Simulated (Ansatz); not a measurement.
# HfN: energy along a strain

HfN, F-43m, a = 4.910 Å (as given, not relaxed at this level: -9.6 GPa). This isn't the usual stable structure of the compound. Ansatz: LDA, PAW, 420 eV, Γ-centred 16×16×16 mesh on 2 atoms, Gaussian smearing 0.15 eV; no spin polarisation. Cell vectors (Å): 0.000 2.455 2.455; 2.455 0.000 2.455; 2.455 2.455 0.000. The cell is strained by x per cent times the pattern (1 -1 0 0 0 0) in the order xx yy zz yz xz xy (engineering shears), with fractional coordinates held. y is the free energy over the start, V0 = 14.793 Å³/atom. Symmetry makes y even in x. Points with a strain past 8.5 % were computed too (2) and aren't used here.

| x (%) | y (meV/atom) |
| --- | --- |
| -5.00 | 33.33 |
| 0.00 | 0.00 |
| 1.25 | 2.13 |
| 2.50 | 8.47 |
| 3.75 | 18.91 |
| 6.25 | 51.53 |
| 7.50 | ? |

Task: Fit y = c2 x² + c4 x⁴ to the other rows, get the stiffness along the pattern, and predict the missing energy.

Result: Least squares on the rows shown. y = 1.3593 x² − 0.0010288 x⁴. The clamped-ion stiffness p·C·p = 2 × 13.59 eV × 160.2 / 14.793 Å³ = 294 GPa (second derivative at the start, which stands under stress). At x = 7.50 the fit asked for gives 73.21 meV/atom. The run gave 73.18 meV/atom, so the fit is 0.03 meV/atom too high, a small miss on the scale of the series.

The cell has an odd number of electrons and ran without spin polarisation, so a magnetic or disproportionated state may lie lower. Spin–orbit coupling is left out, which can shift energies with elements as heavy as these.

Cost: 9 runs of about 5.5 core-minutes in all, on Intel Xeon Processor @ 2.70GHz (shared hosts).